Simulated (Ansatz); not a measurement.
# Mo/SiC/TaN: predicting the conductance of a thicker barrier

How it was computed: Ansatz 0.2.0, plane waves with PAW datasets, PBE. Interfaces are relaxed in a short slab (with D3(BJ) where the barrier is layered), set between ideal electrode layers that go on as semi-infinite leads, and the zero-bias conductance G at 300 K comes from T(E) on a typed mesh. The error is the largest of the program's estimates from energy step, mesh, the leads' potential steps and neutrality; its separate bound for narrow resonances between the energies solved isn't counted and can be far larger. The lower electrode is Mo (bcc 001), the upper TaN (rock salt 001) and the barrier SiC (zinc blende 001), on a net of side 3.15 Å; d is the distance between the electrodes' last planes.

The runs shown:

```
planes in the barrier  d (Å)  G (S/m²)  error (%)  lead step (meV)
                    5   7.19   3.62e13         60               47
                    7   9.34   2.31e13         62               47
```

Task: A further run has 9 planes, d = 11.50 Å. Fit G ∝ exp(−βd) to the rows shown and predict its conductance.

A: Through two points, β = ln(3.62e13 / 2.31e13) / (9.34 − 7.19) = 0.45 / 2.15 = 0.209 Å⁻¹. From the last point shown, G = 2.31e13 × exp(−0.209 × 2.16) = 1.47e13 S/m².

Check: The run gave 3.95e12 S/m², with an error estimate of 107 % and a lead step of 47 meV. The prediction is 3.73 times that, too high by a factor of 3.7. Step by step the slopes are 0.21 and 0.82 Å⁻¹, rising with thickness. How much of this is a real bend and how much error of the rows wasn't traced.

**Limits.** The interfaces are ideal, one cell wide, strained to a common net and relaxed from one registry with their symmetry kept. PBE's gaps are too small, so true decay constants are likely larger where the Fermi level lies deep in a gap. No spin-orbit coupling, phonons, disorder or image charges enter. The rows shown are chosen by tests on error estimates (under 100 to 120 %), lead steps (under 150 meV, though the program warns over 25), intact interfaces and, for fits, a steady trend in the rows shown; the data set holds 414 series of this kind, and not all pass.

[Logs are printed without paths, hosts, clocks, repeated set-up lines and the standing remarks that a program may print on its own settings, such as how far it seeks lower states.]
